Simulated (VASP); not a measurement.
# InSe in VASP: notebook

The runs below take InSe through single point, with PBEsol+D4.

Everything below comes from runs of VASP 6.6.1. Logs are shortened: lines on timing, memory, paths and dates and some standing lists are left out, and cuts for length are marked.

### Step 1. Starting point

The cell holds a sheet with vacuum, 4 atoms: a = 3.966 Å, b = 3.966 Å, c = 34.520 Å, α = 90.00°, β = 90.00°, γ = 120.00°.

The cell was built by a generator and needn't be a form met in nature.

### Step 2. Single point, PBEsol+D4

INCAR reads:

```
ALGO     = Fast           # electronic algorithm
DIPOL    = 0.5 0.5 0.280
EDIFF    = 1E-6           # SCF threshold, eV
ENCUT    = 520            # plane-wave cutoff, eV
GGA      = PS             # functional
IDIPOL   = 3            
ISIF     = 2              # what is computed and relaxed
ISMEAR   = 0              # smearing method
IVDW     = 13             # dispersion correction
LASPH    = True           # aspherical terms in the spheres
LCHARG   = False          # write CHGCAR
LDIPOL   = True         
LREAL    = False          # projectors in reciprocal space
LWAVE    = False          # write WAVECAR
NBANDS   = 27             # bands
NELM     = 100            # most SCF steps
PREC     = Accurate       # precision mode
SIGMA    = 0.03           # smearing width, eV
```

KPOINTS reads:

```
k-points
0
Gamma
  12 12 1
```

POSCAR reads:

```
InSe
1.0
    3.9663960263      0.0000000000      0.0000000000
   -1.9831980132      3.4349997203      0.0000000000
    0.0000000000      0.0000000000     34.5200000026
Se In
2 2
Direct
    0.6666666667      0.3333333333      0.2029630664
    0.6666666667      0.3333333333      0.3578712325
    0.3333333333      0.6666666667      0.2404414287
    0.3333333333      0.6666666667      0.3203928702
```

Potentials or basis: VASP PAW PBE potentials, release 64 (Se, In_d).

The run is started by

```
> cat potpaw_PBE.64/Se/POTCAR potpaw_PBE.64/In_d/POTCAR > POTCAR
> mpirun -np 1 vasp_std > vasp.out
```

OUTCAR:

```text
EDIFF = 1E-6
   ENCUT = 520
   GGA = PS
   ISIF = 2
   ISMEAR = 0
   IVDW = 13
   LASPH = True
   LREAL = False
   NELM = 100
   PREC = Accurate

 ion  position               nearest neighbor table
   1  0.667  0.333  0.203-   3 2.63   3 2.63   3 2.63
   2  0.667  0.333  0.358-   4 2.63   4 2.63   4 2.63
   3  0.333  0.667  0.240-   1 2.63   1 2.63   1 2.63   4 2.76
   4  0.333  0.667  0.320-   2 2.63   2 2.63   2 2.63   3 2.76

  LATTYP: Found a hexagonal cell.
 ALAT       =     3.9663960263
 C/A-ratio  =     8.7031148110

  Lattice vectors:

 A1 = (   3.9663960263,   0.0000000000,   0.0000000000)
 A2 = (  -1.9831980132,   3.4349997203,   0.0000000000)
 A3 = (   0.0000000000,   0.0000000000,  34.5200000026)

Analysis of symmetry for initial positions (statically):
=====================================================================
 Subroutine PRICEL returns:
 Original cell was already a primitive cell.

 Routine SETGRP: Setting up the symmetry group for a
 hexagonal supercell.

 Subroutine GETGRP returns: Found 12 space group operations
 (whereof  6 operations were pure point group operations)
 out of a pool of 24 trial point group operations.

The static configuration has the point symmetry C_3v.
 The point group associated with its full space group is D_3h.

Analysis of symmetry for dynamics (positions and initial velocities):
=====================================================================
 Subroutine PRICEL returns:
 Original cell was already a primitive cell.

 Routine SETGRP: Setting up the symmetry group for a
 hexagonal supercell.

 Subroutine GETGRP returns: Found 12 space group operations
 (whereof  6 operations were pure point group operations)
 out of a pool of 24 trial point group operations.

The dynamic configuration has the point symmetry C_3v.
 The point group associated with its full space group is D_3h.

 Subroutine INISYM returns: Found 12 space group operations
 (whereof  6 operations are pure point group operations),
 and found     1 'primitive' translations

----------------------------------------------------------------------------------------

                                     Primitive cell

  volume of cell :     470.3201

  direct lattice vectors                    reciprocal lattice vectors
     3.966396026  0.000000000  0.000000000     0.252118042  0.145560419  0.000000000
    -1.983198013  3.434999720  0.000000000     0.000000000  0.291120839  0.000000000
     0.000000000  0.000000000 34.520000003     0.000000000  0.000000000  0.028968714

  length of vectors
     3.966396026  3.966396026 34.520000003     0.291120839  0.291120839  0.028968714

  position of ions in fractional coordinates (direct lattice)
     0.666666667  0.333333333  0.202963066
     0.666666667  0.333333333  0.357871233
     0.333333333  0.666666667  0.240441429
     0.333333333  0.666666667  0.320392870

  ion indices of the primitive-cell ions
   primitive index   ion index
                 1           1
                 2           2
                 3           3
                 4           4

----------------------------------------------------------------------------------------

 KPOINTS: k-points

Automatic generation of k-mesh.
 Grid dimensions read from file:
 generate k-points for:   12   12    1

 Generating k-lattice:

  Cartesian coordinates                     Fractional coordinates (reciprocal lattice)
     0.021009837  0.012130035  0.000000000     0.083333333  0.000000000  0.000000000
     0.000000000  0.024260070  0.000000000     0.000000000  0.083333333  0.000000000
     0.000000000  0.000000000  0.028968714     0.000000000  0.000000000  1.000000000

  Length of vectors
     0.024260070  0.024260070  0.028968714

  Shift w.r.t. Gamma in fractional coordinates (k-lattice)
     0.000000000  0.000000000  0.000000000

 Subroutine IBZKPT returns following result:
 ===========================================

 Found     19 irreducible k-points:

 Following reciprocal coordinates:
            Coordinates               Weight
  0.000000  0.000000  0.000000      1.000000
  0.083333 -0.000000  0.000000      6.000000
  0.166667 -0.000000  0.000000      6.000000
  0.250000 -0.000000  0.000000      6.000000
  0.333333 -0.000000  0.000000      6.000000
  0.416667 -0.000000  0.000000      6.000000
[... 11 lines left out ...]
  0.333333  0.250000  0.000000     12.000000
  0.333333  0.333333  0.000000      2.000000
   k-points           NKPTS =     19   k-points in BZ     NKDIM =     19   number of bands    NBANDS=     27
   number of dos      NEDOS =    301   number of ions     NIONS =      4
   total plane-waves  NPLWV = 243000
   dimension x,y,z NGX =    30 NGY =   30 NGZ =  270
   dimension x,y,z NGXF=    60 NGYF=   60 NGZF=  540
   ions per type =               2   2
   NGX,Y,Z   is equivalent  to a cutoff of  12.57, 12.57, 13.00 a.u.
   NGXF,Y,Z  is equivalent  to a cutoff of  25.15, 25.15, 26.01 a.u.
 SYSTEM =  unknown system
   PREC   = accura    normal or accurate (medium, high low for compatibility)
   ISTART =      0    job   : 0-new  1-cont  2-samecut
   ICHARG =      2    charge: 1-file 2-atom 10-const
   ISPIN  =      1    spin polarized calculation?
   LNONCOLLINEAR =      F non collinear calculations
   LSORBIT =      F    spin-orbit coupling
   LASPH  =      T    aspherical Exc in radial PAW
   ENCUT  =  520.0 eV  38.22 Ry    6.18 a.u.   7.37  7.37 64.18*2*pi/ulx,y,z
   NELM   =    100;   NELMIN=  2; NELMDL= -5     # of ELM steps
   EDIFF  = 0.1E-05   stopping-criterion for ELM
   LREAL  =      F    real-space projection
   EDIFFG = 0.1E-04   stopping-criterion for IOM
   NSW    =      0    number of steps for IOM
   IBRION =     -1    ionic relax: 0-MD 1-quasi-New 2-CG
   NFREE  =      0    steps in history (QN), initial steepest desc. (CG)
   ISIF   =      2    stress and relaxation
   ISYM   =      2    0-nonsym 1-usesym 2-fastsym
   POTIM  = 0.5000    time-step for ionic-motion
   TEBEG  =    0.0;   TEEND  =   0.0 temperature during run
   PSTRESS=    0.0 pullay stress
   NELECT =      38.0000    total number of electrons
   NUPDOWN=      -1.0000    fix difference up-down
   EMIN   =  10.00;   EMAX   =-10.00  energy-range for DOS
   EFERMI =   0.00;   METHOD = LEGACY
   ISMEAR =     0;   SIGMA  =   0.03  broadening in eV -4-tet -1-fermi 0-gaus
   EFERMI_NEDOS =   21; number of points for ismear=-14 and -15
   IALGO  =     68    algorithm
   IMIX   =      4    mixing-type and parameters
     AMIX     =   0.40;   BMIX     =  1.00
     AMIX_MAG =   1.60;   BMIX_MAG =  1.00
  volume/ion in A,a.u.               =     117.58       793.47
  Fermi-wavevector in a.u.,A,eV,Ry     =   0.707736  1.337428  6.815032  0.500891
  Thomas-Fermi vector in A             =   1.793865
   LORBIT       =      0    0 simple, 1 ext, 2 COOP (PROOUT), +10 PAW based schemes
   GGA     = PS    functional components
   LHFCALC =     F    Hartree Fock is set to
   AEXX    =    0.0000 exact exchange contribution
   IVDW    =    13    specifies the selected vdW correction
   LEPSILON=     F    determine dielectric tensor
   LRPA    =     F    only Hartree local field effects (RPA)
 non-spin polarized calculation
 RMM-DIIS sequential band-by-band and
 Gauss-broadening in eV      SIGMA  =   0.03
  energy-cutoff  :      520.00
  volume of cell :      470.32
 maximum number of plane-waves:     12739
 NGX is ok and might be reduce to    30
   NGX = 15   NGY = 15   NGZ =129

 dipolmoment           0.000000      0.000000     -0.000002 electrons x Angstroem

 number of electron      37.9999988 magnetization

 dipolmoment           0.000000      0.000000      0.000004 electrons x Angstroem

 Free energy of the ion-electron system (eV)
  ---------------------------------------------------
  ext. energy  EPLUGINS =         0.00000000
  ---------------------------------------------------
  free energy    TOTEN  =       -15.55455622 eV

  energy without entropy =      -15.55455622  energy(sigma->0) =      -15.55455622

 E-fermi :  -3.5659     XC(G=0):  -2.5235

 val. band max:       -3.7541793749   @ k =   0.1667  -0.0000   0.0000
 cond. band min:      -1.9918233067   @ k =   0.0000   0.0000   0.0000
 fundamental gap:      1.7623560682
 Fermi energy:        -3.5659069185

 k-point     1 :       0.0000    0.0000    0.0000
  band No.  band energies     occupation
      1     -17.7021      2.00000
      2     -17.4968      2.00000
      3     -17.4968      2.00000
      4     -17.4036      2.00000
      5     -17.4036      2.00000
      6     -17.3943      2.00000
[... 19 lines left out ...]
     26       2.3249      0.00000
     27       2.5076      0.00000

 k-point     2 :       0.0833   -0.0000    0.0000
  band No.  band energies     occupation
      1     -17.7020      2.00000
      2     -17.5280      2.00000
      3     -17.4956      2.00000
      4     -17.4413      2.00000
      5     -17.3980      2.00000
      6     -17.3965      2.00000
[... 19 lines left out ...]
     26       2.4091      0.00000
     27       2.4229      0.00000

 k-point     3 :       0.1667   -0.0000    0.0000
  band No.  band energies     occupation
      1     -17.7076      2.00000
      2     -17.5924      2.00000
      3     -17.5239      2.00000
      4     -17.4934      2.00000
      5     -17.4026      2.00000
      6     -17.3827      2.00000
[... 444 lines left out ...]
      1     -17.8448      2.00000
      2     -17.7417      2.00000
      3     -17.6353      2.00000
      4     -17.5180      2.00000
      5     -17.4005      2.00000
      6     -17.3442      2.00000
[... 19 lines left out ...]
     26       4.1596      0.00000
     27       4.1989      0.00000

 k-point    19 :       0.3333    0.3333    0.0000
  band No.  band energies     occupation
      1     -17.8476      2.00000
      2     -17.7461      2.00000
      3     -17.6346      2.00000
      4     -17.5220      2.00000
      5     -17.3938      2.00000
      6     -17.3503      2.00000
[... 19 lines left out ...]
     26       4.0509      0.00000
     27       4.4251      0.00000

------------------------ aborting loop because EDIFF is reached ----------------------------------------

 vacuum level on the upper side and lower side of the slab       (xc-potential included)        -0.006        -0.006

  DFT-D4 for vdW energy calculation

  Edisp (eV):   -0.54370

  FORCE on cell =-STRESS in cart. coord.  units (eV):
  Direction    XX          YY          ZZ          XY          YZ          ZX
  --------------------------------------------------------------------------------------
  -------------------------------------------------------------------------------------
  Total       0.03849     0.03849     0.02550    -0.00000    -0.00000     0.00000
  in kB       0.13113     0.13113     0.08687    -0.00000    -0.00000     0.00000
  external pressure =        0.12 kB  Pullay stress =        0.00 kB

 VOLUME and BASIS-vectors are now :
 -----------------------------------------------------------------------------
  energy-cutoff  :      520.00
  volume of cell :      470.32
      direct lattice vectors                 reciprocal lattice vectors
     3.966396026  0.000000000  0.000000000     0.252118042  0.145560419  0.000000000
    -1.983198013  3.434999720  0.000000000     0.000000000  0.291120839  0.000000000
     0.000000000  0.000000000 34.520000003     0.000000000  0.000000000  0.028968714

 POSITION                                       TOTAL-FORCE (eV/Angst)
 -----------------------------------------------------------------------------------
      1.98320      1.14500      7.00629        -0.000000     -0.000000     -0.020593
      1.98320      1.14500     12.35371         0.000000     -0.000000      0.020593
     -0.00000      2.29000      8.30004         0.000000      0.000000      0.018844
     -0.00000      2.29000     11.05996        -0.000000      0.000000     -0.018844
 -----------------------------------------------------------------------------------
    total drift:                               -0.000000      0.000000      0.000023

  FREE ENERGIE OF THE ION-ELECTRON SYSTEM (eV)
  ---------------------------------------------------
  free  energy   TOTEN  =       -16.0982518122 eV

  energy  without entropy=      -16.0982518122  energy(sigma->0) =      -16.09825181

 vacuum level on the upper side and lower side of the slab         2.276         2.275
```

Wall time 17 min (1 thread of Intel Xeon Platinum 8488C (Sapphire Rapids), shared host); peak memory 0.65 GiB.

Results:

```
Free energy                : -16.0983 eV
Largest force              : 0.021 eV/Å
Band gap on the k mesh     : 1.76 eV, indirect (least direct gap 1.84 eV)
Dispersion energy per atom : -0.136 eV
```

Forces on the atoms (eV/Å):
```
Se   0.000  0.000 -0.021
Se   0.000  0.000  0.021
In   0.000  0.000  0.019
In   0.000  0.000 -0.019
```

Levels at points of the mesh, in eV from the valence-band top:
| k point | band 16 | band 17 | band 18 | band 19 | band 20 | band 21 | band 22 | band 23 |
| --- | --- | --- | --- | --- | --- | --- | --- | --- |
| (0.00, 0.00, 0.00) | -0.37 | -0.29 | -0.29 | -0.08 | 1.76 | 2.93 | 5.21 | 5.21 |
| (0.50, 0.00, 0.00) | -1.57 | -1.49 | -1.30 | -0.96 | 2.32 | 2.43 | 4.19 | 4.55 |

Caveat: the PAW data sets were made with another functional, which shifts forces and pressure a little; spin-orbit coupling is left out, which moves the levels of the heavy elements.

### Step 3. Single point, PBEsol+D4

This run uses another cell than the first one, of 68.75 Å³/atom, 0.585 times its volume.

INCAR reads:

```
PREC = Accurate ; ENCUT = 520
EDIFF = 1E-7 ; ISMEAR = 0
SIGMA = 0.03 ; LREAL = F
LASPH = T ; NELM = 100
ALGO = Fast ; ISIF = 2
LWAVE = F ; LCHARG = T
LDIPOL = T ; IDIPOL = 3
DIPOL = 0.5 0.5 0.500 ; GGA = PS
IVDW = 13 ; LELF = T
LVHAR = T ; LVACPOTAV = T
NBANDS = 27
```

KPOINTS reads:

```
Automatic mesh
0
Gamma
  12 12 1
```

POSCAR reads:

```
InSe
1.0
    4.0500000000      0.0000000000      0.0000000000
   -2.0250000000      3.5074028853      0.0000000000
    0.0000000000      0.0000000000     19.3600000000
Se In
2 2
Direct
    0.6666670000      0.3333330000      0.3615702479
    0.6666670000      0.3333330000      0.6384297521
    0.3333330000      0.6666670000      0.4276859504
    0.3333330000      0.6666670000      0.5723140496
```

Potentials or basis: VASP PAW PBE potentials, release 64 (Se, In_d).

The run is started by

```
> cat potpaw_PBE.64/Se/POTCAR potpaw_PBE.64/In_d/POTCAR > POTCAR
> mpirun -np 1 vasp_std > vasp.out
```

It took 8.7 min on 1 thread of Intel Xeon Platinum 8488C (Sapphire Rapids), shared host; peak memory 0.43 GiB.

It converged, with:

```yaml
Free_energy: -16.0652 eV
Largest_force: 0.197 eV/Å
Band_gap_on_the_k_mesh: 1.45 eV, indirect (least direct gap 1.53 eV)
Dispersion_energy_per_atom: -0.131 eV
Ionisation_potential_of_the_upper_face: 5.98 eV
```

Forces in eV/Å, atoms in the order of the input:
```
Se   0.000  0.000  0.197
Se   0.000  0.000 -0.197
In   0.000  0.000 -0.014
In   0.000  0.000  0.014
```

Levels at points of the mesh, in eV from the valence-band top:
```
           k point  band 16  band 17  band 18  band 19  band 20  band 21  band 22  band 23
(0.00, 0.00, 0.00)    -0.54    -0.47    -0.47    -0.07     1.45     2.62     4.93     4.93
(0.50, 0.00, 0.00)    -1.58    -1.56    -1.40    -0.95     2.21     2.22     4.12     4.42
```

Caveat: the PAW data sets were made with another functional, which shifts forces and pressure a little; spin-orbit coupling is left out, which moves the levels of the heavy elements. A hybrid or GW would open this gap; PBEsol tends to underestimate it.
